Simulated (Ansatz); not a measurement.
**PtSe2 (Sudovikovite) in Ansatz: the effect of functional**

The system is PtSe2 (Sudovikovite).

```
Pt Se
1.0
     3.77301    0.00000    0.00000
    -1.88650    3.26752    0.00000
     0.00000    0.00000    5.12861
Pt Se
1 2
Direct
  0.00000 0.00000 0.00000
  0.66667 0.33333 0.75000
  0.33333 0.66667 0.25000
```

The cell isn't the ideal one: volume scaled by 1.04.

Alike in all runs:

| Property | Result |
| --- | --- |
| Program | Ansatz 0.2.0 |
| Task | single point |
| Potentials or basis | Ansatz PAW |
| k mesh | 8 × 8 × 5 |
| Occupations | fermi-dirac, width 0.05 eV |
| Spin | no spin polarisation |

| functional | cutoff | pressure (GPa) | largest force (eV/Å) |
| --- | --- | --- | --- |
| LDA | 420 eV (not typed: the program's choice for these potentials) | -5.2 | 0.26 |
| r2SCAN | 500 eV (not typed: the program's choice for these potentials) | ? | ? |
| PBE | 420 eV (not typed: the program's choice for these potentials) | 2.1 | 0.12 |

**Question.** What does the run with functional r2SCAN give?

**Answer.** Pressure -0.3 GPa; largest force 0.09 eV/Å.

Caveats: the PAW data sets come from PBE, with cores solved anew for the run's functional, which leaves a small shift of forces and pressure (some runs).
